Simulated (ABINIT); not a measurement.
# TaN (F-43m) in ABINIT: single point with PBE

Aim: the single point of TaN with PBE.

Everything below comes from runs of ABINIT 10.8.3 (patched build). Logs are shortened: lines on timing, memory, paths and dates and some standing lists are left out, and cuts for length are marked. The log counts tension as positive stress, the text compression.

### Step 1. The crystal as given

The structure is cubic, space group F-43m (No. 216). Conventional cell: a = 4.982 Å, b = 4.982 Å, c = 4.982 Å, α = 90.00°, β = 90.00°, γ = 90.00°. Ta (site symmetry -43m) has 4 N at 2.16 Å as nearest neighbours. N (site symmetry -43m) has 4 Ta at 2.16 Å as nearest neighbours.

The cell comes from a database or a generator and needn't be the stable form of this composition.

### Step 2. Single point, PBE

run.abi

```
pp_dirpath "./"
pseudos "Ta.upf, N.upf"

acell 3.5230093054 3.5230093054 3.5230093054 Angstrom
rprim
     0.0000000000     0.7071067812     0.7071067812
     0.7071067812     0.0000000000     0.7071067812
     0.7071067812     0.7071067812     0.0000000000
ntypat 2
znucl 73 7
natom 2
typat 1 2
xred
     0.0000000000     0.0000000000     0.0000000000
     0.2500000000     0.2500000000     0.2500000000

ecut 35.0

kptopt 1
ngkpt 7 7 7
nshiftk 1
shiftk 0.0 0.0 0.0

ixc 11

nband 13
occopt 3
tsmear 0.05 eV

nstep 100
tolvrs 1.0e-10

iomode 3
prtwf 0
prtden 0
prteig 0
prtebands 0
enunit 1
```

Potentials or basis: PseudoDojo NC SR PBE v0.4.1 standard.

Run with:

```
> mpirun --bind-to none -np 4 abinit run.abi > log 2>&1
```

run.abo:

```text
.Version 10.8.3 of ABINIT
 Symmetries : space group F-4 3 m (#216); Bravais cF (face-center cubic)
================================================================================
 Values of the parameters that define the memory need of the present run
     intxc =       0    ionmov =       0      iscf =       7    lmnmax =       8
     lnmax =       8     mgfft =      36  mpssoang =       4    mqgrid =    3001
     natom =       2  nloc_mem =       1    nspden =       1   nspinor =       1
    nsppol =       1      nsym =      24    n1xccc =    2501    ntypat =       2
    occopt =       3   xclevel =       2
       mpw =        2082          nfft =       46656          nkpt =          20
================================================================================
================================================================================

--------------------------------------------------------------------------------
------------- Echo of variables that govern the present computation ------------
--------------------------------------------------------------------------------
 -outvars: echo values of preprocessed input variables --------
            acell      6.6575227262E+00  6.6575227262E+00  6.6575227262E+00 Bohr
              amu      1.80947900E+02  1.40067400E+01
             ecut      3.50000000E+01 Hartree
           enunit           1
              ixc          11
         kptrlatt        7    0    0      0    7    0      0    0    7
          kptrlen      4.66026591E+01
            natom           2
            nband          13
            ngfft          36      36      36
             nkpt          20
            nstep         100
             nsym          24
           ntypat           2
           occopt           3
           prtden           0
        prtebands           0
           prteig           0
            prtwf           0
            rprim      0.0000000000E+00  7.0710678120E-01  7.0710678120E-01
                       7.0710678120E-01  0.0000000000E+00  7.0710678120E-01
                       7.0710678120E-01  7.0710678120E-01  0.0000000000E+00
          spgroup         216
           tolvrs      1.00000000E-10
           tsmear      1.83746611E-03 Hartree
            typat      1  2
           xangst      0.0000000000E+00  0.0000000000E+00  0.0000000000E+00
                       1.2455718850E+00  1.2455718850E+00  1.2455718850E+00
            xcart      0.0000000000E+00  0.0000000000E+00  0.0000000000E+00
                       2.3537897329E+00  2.3537897329E+00  2.3537897329E+00
             xred      0.0000000000E+00  0.0000000000E+00  0.0000000000E+00
                       2.5000000000E-01  2.5000000000E-01  2.5000000000E-01
            znucl       73.00000    7.00000

================================================================================

 chkinp: Checking input parameters for consistency.

================================================================================
== DATASET  1 ==================================================================

--- !DatasetInfo
iteration_state: {dtset: 1, }
dimensions: {natom: 2, nkpt: 20, mband: 13, nsppol: 1, nspinor: 1, nspden: 1, mpw: 2082, }
cutoff_energies: {ecut:  35.0, pawecutdg:  -1.0, }
electrons: {nelect:   1.80000000E+01, charge:   0.00000000E+00, occopt:   3.00000000E+00, tsmear:   1.83746611E-03, }
meta: {optdriver: 0, ionmov: 0, optcell: 0, iscf: 7, paral_kgb: 0, }
...

 Exchange-correlation functional for the present dataset will be:
  GGA: Perdew-Burke-Ernzerhof functional - ixc=11
  J.P.Perdew, K.Burke, M.Ernzerhof, PRL 77, 3865 (1996)

 Real(R)+Recip(G) space primitive vectors, cartesian coordinates (Bohr,Bohr^-1):
 R(1)=  0.0000000  4.7075795  4.7075795  G(1)= -0.1062117  0.1062117  0.1062117
 R(2)=  4.7075795  0.0000000  4.7075795  G(2)=  0.1062117 -0.1062117  0.1062117
 R(3)=  4.7075795  4.7075795  0.0000000  G(3)=  0.1062117  0.1062117 -0.1062117
 Unit cell volume ucvol=  2.0865220E+02 bohr^3
 Angles (23,13,12)=  6.00000000E+01  6.00000000E+01  6.00000000E+01 degrees

 getcut: wavevector=  0.0000  0.0000  0.0000  ngfft=  36  36  36
         ecut(hartree)=     35.000   => boxcut(ratio)=   2.03044

--- Pseudopotential description ------------------------------------------------
- pspini: atom type   1  psp file is ./Ta.upf
12 -101130 3 -1 1450                          pspcod,pspxc,lmax,lloc,mmax
     nproj     2     2     2     2

- pspini: atom type   2  psp file is ./N.upf
12 -101130 1 -1 1058                          pspcod,pspxc,lmax,lloc,mmax
     nproj     2     2     0     0

   4.84126662E+02                                ecore*ucvol(ha*bohr**3)
--------------------------------------------------------------------------------

================================================================================

--- !BeginCycle
iteration_state: {dtset: 1, }
solver: {iscf: 7, nstep: 100, nline: 4, wfoptalg: 0, }
tolerances: {tolvrs: 1.00E-10, }
...

     iter   Etot(hartree)      deltaE(h)  residm     vres2
 ETOT  1  -75.261960532842    -7.526E+01 1.143E-01 9.441E+02
 ETOT  2  -74.897000227409     3.650E-01 4.251E-02 2.399E+03
 ETOT  3  -75.512012643252    -6.150E-01 8.800E-03 8.532E+00
 ETOT  4  -75.514822632933    -2.810E-03 3.544E-03 4.320E-01
 ETOT  5  -75.514592651734     2.300E-04 6.080E-04 1.283E+00
 ETOT  6  -75.514840471094    -2.478E-04 5.719E-04 2.017E-01
 ETOT  7  -75.514892208384    -5.174E-05 1.843E-04 9.830E-04
 ETOT  8  -75.514892457826    -2.494E-07 1.776E-04 1.382E-04
 ETOT  9  -75.514892488422    -3.060E-08 8.307E-05 2.883E-06
 ETOT 10  -75.514892489167    -7.453E-10 1.580E-04 1.271E-09
 ETOT 11  -75.514892489166     1.535E-12 7.912E-05 1.615E-10
 ETOT 12  -75.514892489168    -2.103E-12 1.451E-04 1.053E-12

 At SCF step   12       vres2   =  1.05E-12 < tolvrs=  1.00E-10 =>converged.

 Cartesian components of stress tensor (hartree/bohr^3)
  sigma(1 1)=  8.82902759E-04  sigma(3 2)=  0.00000000E+00
  sigma(2 2)=  8.82902759E-04  sigma(3 1)=  0.00000000E+00
  sigma(3 3)=  8.82902759E-04  sigma(2 1)=  0.00000000E+00

--- !ResultsGS
iteration_state: {dtset: 1, }
comment   : Summary of ground state results
lattice_vectors:
- [  0.0000000,   4.7075795,   4.7075795, ]
- [  4.7075795,   0.0000000,   4.7075795, ]
- [  4.7075795,   4.7075795,   0.0000000, ]
lattice_lengths: [   6.65752,    6.65752,    6.65752, ]
lattice_angles: [ 60.000,  60.000,  60.000, ] # degrees, (23, 13, 12)
lattice_volume:   2.0865220E+02
convergence: {deltae: -2.103E-12, res2:  1.053E-12, residm:  1.451E-04, diffor: null, }
etotal    :  -7.55148925E+01
entropy   :   0.00000000E+00
fermie    :   3.78222795E-01
cartesian_stress_tensor: # hartree/bohr^3
- [  8.82902759E-04,   0.00000000E+00,   0.00000000E+00, ]
- [  0.00000000E+00,   8.82902759E-04,   0.00000000E+00, ]
- [  0.00000000E+00,   0.00000000E+00,   8.82902759E-04, ]
pressure_GPa:  -2.5976E+01
xred      :
- [  0.0000E+00,   0.0000E+00,   0.0000E+00, Ta]
- [  2.5000E-01,   2.5000E-01,   2.5000E-01,  N]
cartesian_forces: # hartree/bohr
- [ -7.14976041E-30,  -7.14976041E-30,   2.14492812E-29, ]
- [  7.14976041E-30,   7.14976041E-30,  -2.14492812E-29, ]
force_length_stats: {min:   2.37130726E-29, max:   2.37130726E-29, mean:   2.37130726E-29, }
...

 Integrated electronic density in atomic spheres:
 ------------------------------------------------
 Atom  Sphere_radius  Integrated_density
    1        2.00000          9.11779316
    2        2.00000          5.13233593
================================================================================

 ----iterations are completed or convergence reached----

 Mean square residual over all n,k,spin=   83.836E-08; max=  14.505E-05
 reduced coordinates (array xred) for    2 atoms
       0.000000000000      0.000000000000      0.000000000000
       0.250000000000      0.250000000000      0.250000000000
 rms dE/dt=  9.5199E-29; max dE/dt=  1.3463E-28; dE/dt below (all hartree)
    1      -0.000000000000     -0.000000000000      0.000000000000
    2       0.000000000000      0.000000000000      0.000000000000

 cartesian coordinates (angstrom) at end:
    1      0.00000000000000     0.00000000000000     0.00000000000000
    2      1.24557188503952     1.24557188503952     1.24557188503952

 cartesian forces (hartree/bohr) at end:
    1     -0.00000000000000    -0.00000000000000     0.00000000000000
    2      0.00000000000000     0.00000000000000    -0.00000000000000
 frms,max,avg= 1.3690749E-29 2.1449281E-29   0.000E+00  0.000E+00  0.000E+00 h/b

 cartesian forces (eV/Angstrom) at end:
    1     -0.00000000000000    -0.00000000000000     0.00000000000000
    2      0.00000000000000     0.00000000000000    -0.00000000000000
 frms,max,avg= 7.0400661E-28 1.1029664E-27   0.000E+00  0.000E+00  0.000E+00 e/A
 length scales=  6.657522726231  6.657522726231  6.657522726231 bohr
              =  3.523009305400  3.523009305400  3.523009305400 angstroms
 Fermi (or HOMO) energy (eV) =  10.29197   Average Vxc (eV)= -11.54524
 Eigenvalues (   eV  ) for nkpt=  20  k points:
 kpt#   1, nband= 13, wtk=  0.00292, kpt=  0.0000  0.0000  0.0000 (reduced coord)
 -59.28979  -25.61668  -25.61668  -25.61668   -6.27091    4.21791    4.21791    4.21791
   8.97469   10.68571   10.68571   15.15799   15.15799
 prteigrs : prtvol=0 or 1, do not print more k-points.

--- !EnergyTerms
iteration_state     : {dtset: 1, }
comment             : Components of total free energy in Hartree
kinetic             :  2.37665317480462E+01
hartree             :  1.20036799257981E+01
xc                  : -1.77240091438023E+01
Ewald energy        : -5.27720735103773E+01
psp_core            :  2.32025664726596E+00
local_psp           : -4.68229622228789E+01
non_local_psp       :  3.71412979654634E+00
internal            : -7.55144467594020E+01
'-kT*entropy'       : -4.45729765856893E-04
total_energy        : -7.55148924891678E+01
total_energy_eV     : -2.05486490684648E+03
band_energy         : -8.74403591873800E+00
...

 Cartesian components of stress tensor (hartree/bohr^3)
  sigma(1 1)=  8.82902759E-04  sigma(3 2)=  0.00000000E+00
  sigma(2 2)=  8.82902759E-04  sigma(3 1)=  0.00000000E+00
  sigma(3 3)=  8.82902759E-04  sigma(2 1)=  0.00000000E+00

-Cartesian components of stress tensor (GPa)         [Pressure= -2.5976E+01 GPa]
- sigma(1 1)=  2.59758960E+01  sigma(3 2)=  0.00000000E+00
- sigma(2 2)=  2.59758960E+01  sigma(3 1)=  0.00000000E+00
- sigma(3 3)=  2.59758960E+01  sigma(2 1)=  0.00000000E+00

== END DATASET(S) ==============================================================
================================================================================

 -outvars: echo values of variables after computation  --------
            acell      6.6575227262E+00  6.6575227262E+00  6.6575227262E+00 Bohr
           etotal     -7.5514892489E+01
            fcart     -7.1497604097E-30 -7.1497604097E-30  2.1449281229E-29
                       7.1497604097E-30  7.1497604097E-30 -2.1449281229E-29
            rprim      0.0000000000E+00  7.0710678120E-01  7.0710678120E-01
                       7.0710678120E-01  0.0000000000E+00  7.0710678120E-01
                       7.0710678120E-01  7.0710678120E-01  0.0000000000E+00
           strten      8.8290275852E-04  8.8290275852E-04  8.8290275852E-04
                       0.0000000000E+00  0.0000000000E+00  0.0000000000E+00
           xangst      0.0000000000E+00  0.0000000000E+00  0.0000000000E+00
                       1.2455718850E+00  1.2455718850E+00  1.2455718850E+00
             xred      0.0000000000E+00  0.0000000000E+00  0.0000000000E+00
                       2.5000000000E-01  2.5000000000E-01  2.5000000000E-01
 Calculation completed.
```

Wall time 7.3 s (4 MPI ranks of Arm Neoverse V1, shared host); peak memory 0.24 GiB.

What came out:

```
Free energy                                           : -2054.8649 eV
Pressure                                              : -26.0 GPa
Band gap on the k mesh                                : none (metal or under the smearing width)
Valence electrons inside the program's atomic spheres : Ta 9.12; N 5.13
```

Caveat: so large a pressure means that the cell lies far from this level's equilibrium, or that cutoff or potentials fall short. Spin-orbit coupling is left out, which matters for the levels of Ta.
